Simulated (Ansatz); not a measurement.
# Rh under changes of volume

One of the cells (13.671 Å³/atom); the others are scaled copies at fixed shape and fractional positions:

```
Rh
1.0
     0.00000    1.89785    1.89785
     1.89785    0.00000    1.89785
     1.89785    1.89785    0.00000
Rh
1
Cartesian
  0.0000 0.0000 0.0000
```

| Quantity | Value |
| --- | --- |
| Program | Ansatz 0.2.0 |
| Functional | RPBE |
| Potentials or basis | Ansatz PAW |
| Cutoff | 420 eV (not typed: the program's choice for these potentials) |
| k mesh | 12 × 12 × 12 |
| Occupations | fermi-dirac, width 0.1 eV |
| Spin | spin-orbit coupling, no magnetisation |

| volume (Å³/atom) | energy over the lowest point (meV/atom) | pressure (GPa) |
| --- | --- | --- |
| 12.851 | ? | ? |
| 13.125 | 85.46 | 26.1 |
| 13.398 | 48.04 | 18.9 |
| 13.671 | 22.19 | 12.6 |
| 13.945 | 6.55 | 7.0 |
| 14.218 | 0.00 | 2.0 |
| 14.492 | 1.53 | -2.5 |

Q: What does the run at 12.851 Å³/atom give?

A: Energy over the lowest point 135.84 meV/atom; pressure 34.1 GPa.

Worked out: A Birch-Murnaghan fit of order 3 (a polynomial in V^(-2/3)) to the other rows has its minimum at 14.30 Å³/atom with B0 = V·E''(V) = 237 GPa and B' = 5.4. It gives 136.15 meV/atom at 12.851 Å³/atom, against the run's 135.84, and -dE/dV = 33.8 GPa, against 34.1.

Energies are extrapolated to zero smearing.

Caveats: the PAW data sets come from PBE, with cores solved anew for the run's functional, which leaves a small shift of forces and pressure.
